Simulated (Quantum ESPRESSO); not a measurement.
The system is BAs.

```xyz
2
Lattice="0.0000 2.3885 2.3885 2.3885 0.0000 2.3885 2.3885 2.3885 0.0000" Properties=species:S:1:pos:R:3 pbc="T T T"
As    3.5827    3.5827    3.5827
B     0.0000    0.0000    0.0000
```

Base run:

```yaml
Program: Quantum ESPRESSO 7.5
Functional: PBE
Potentials_or_basis: SG15 PBE 1.2
Cutoff: 952 eV
Density_cutoff: 3810 eV
k_mesh: 8 × 8 × 8
Occupations: fermi-dirac, width 0.05 eV
Spin: no spin polarisation
```

Its results: band gap on the k mesh 1.21 eV, indirect (least direct gap 3.29 eV); pressure 2.7 GPa.

Problem. The run is repeated on the same cell with these changes: functional from PBE to r2SCAN. What comes out?

Solution. Band gap on the k mesh 1.30 eV, indirect (least direct gap 3.42 eV); pressure 2.0 GPa.

Caveats: the potentials were made for another functional, which shifts forces and pressure (some runs).

Not every run made on this cell is shown here.
